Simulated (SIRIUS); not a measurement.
Runs of SIRIUS 7.12.0 on ZnSe (Stilleite). It takes space group F-43m (No. 216, cubic). Conventional cell: a = 5.668 Å, b = 5.668 Å, c = 5.668 Å, α = 90.00°, β = 90.00°, γ = 90.00°. Se (site symmetry -43m) is surrounded by 4 Zn at 2.45 Å. Around Zn (site symmetry -43m) lie 4 Se at 2.45 Å. 

```csv
task,level,potentials or basis,cutoff (eV),muffin tin radii,basis cutoff (gk_cutoff),valence relativity,core states,local orbitals (radial functions),gap on the mesh (eV)
single point,PBEsol,"all-electron FP-LAPW, apw+lo standard",193,"Se 2.23, Zn 2.23 bohr",3.77 1/bohr,iora,"Se 1s2s2p, Zn 1s2s2p","Se 14, Zn 13",1.17
band structure,PBE,"all-electron FP-LAPW (ZORA valence), apw+lo standard",184,"Se 2.28, Zn 2.28 bohr",3.68 1/bohr,zora,"Se 1s2s2p3s, Zn 1s2s2p","Se 13, Zn 13",1.29
single point,PBE,"all-electron FP-LAPW, apw+lo standard",193,"Se 2.23, Zn 2.23 bohr",3.77 1/bohr,iora,"Se 1s2s2p, Zn 1s2s2p","Se 14, Zn 13",(a)
band structure,PBE,"all-electron FP-LAPW (Koelling-Harmon valence), apw+lo standard",184,"Se 2.28, Zn 2.28 bohr",3.68 1/bohr,koelling_harmon,"Se 1s2s2p3s, Zn 1s2s2p","Se 13, Zn 13",1.29
```

Alike in all rows: no spin polarisation; cell as given; k mesh 8 × 8 × 8; smearing fermi-dirac 0.05 eV.

Problem. Fill in the values left out.

Solution. (a) 1.28.

A k mesh can miss the band edges, and the runs leave out spin-orbit coupling on Se.

Not every run made on this cell is shown here.
